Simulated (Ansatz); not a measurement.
How fast does C move in C?

The calculation used DFT PBE, scalar-relativistic, plane waves, PAW in Ansatz 0.2.0. (420 eV cutoff, 4×4×3 k-mesh, Gaussian smearing of 0.10 eV, no spin polarisation)

Host crystal, relaxed:

```
C
1.0
     2.46653    0.00000    0.00000
    -1.23327    2.13608    0.00000
     0.00000    0.00000    8.46545
C
4
Direct
  0.00000 0.00000 0.25000
  0.00000 0.00000 0.75000
  0.33333 0.66667 0.25000
  0.66667 0.33333 0.75000
```

In a supercell of 28 host sites, interstitial C hops to an equivalent place, moving 1.88 Å. Climbing-image nudged elastic band at fixed cell; the order of the saddle wasn't checked, and the small cell leaves errors of about a tenth of an eV.

| image | path (Å) | E − E(0) (eV) |
| --- | --- | --- |
| 0 | 0.00 | 0.000 |
| 1 | 0.82 | 0.002 |
| 2 | 1.65 | 0.009 |
| 3 | 2.47 | 0.400 |
| 4 | 3.22 | 0.007 |
| 5 | 3.98 | 0.002 |
| 6 | 4.73 | 0.000 |

**Question.** What are the barriers forward and back, and what attempt frequency does the shape suggest?

**Answer.** Forward 0.40 eV, back 0.40 eV, the ends being level. For a sinusoidal profile E_b sin²(πx/l), with the C atom alone moving, ν = (1/l)√(E_b/2m) = 6.7×10¹² s⁻¹, within an order of magnitude of the customary 10¹³ s⁻¹; a true prefactor needs the vibrations at the minimum and at the saddle.

**Question.** With ν = 10¹³ s⁻¹, give the forward jump rate along this one path, the wait 1/k for that jump, the diffusivity D ≈ l²k and the distance √(Dt) covered in an hour at 300, 600 and 1000 K, taking the host as solid throughout.

**Answer.** k = ν exp(−E_b/k_BT):
```json
{"T (K)": "300", "k (1/s)": "1.9×10⁶", "wait (s)": "5.2×10⁻⁷", "D (cm²/s)": "6.8×10⁻¹⁰", "√(Dt) in 1 h (nm)": "1.6×10⁴"}
{"T (K)": "600", "k (1/s)": "4.4×10⁹", "wait (s)": "2.3×10⁻¹⁰", "D (cm²/s)": "1.6×10⁻⁶", "√(Dt) in 1 h (nm)": "7.5×10⁵"}
{"T (K)": "1000", "k (1/s)": "9.7×10¹⁰", "wait (s)": "1.0×10⁻¹¹", "D (cm²/s)": "3.4×10⁻⁵", "√(Dt) in 1 h (nm)": "3.5×10⁶"}
```

D = l²k holds for six equivalent jumps in three dimensions (z l²k/6) and is a scale otherwise. Long-range transport needs a connected net of such jumps, and traps slow it. D is that of an interstitial already there; self-diffusion in the crystal is slower by the defects' share of the sites. An error of 0.1 eV in the barrier changes k by a factor of 48 at 300 K and 3.2 at 1000 K.

Cost: 1 run of about 36 core-minutes, on Intel Xeon Platinum 8375C (Ice Lake) (shared hosts).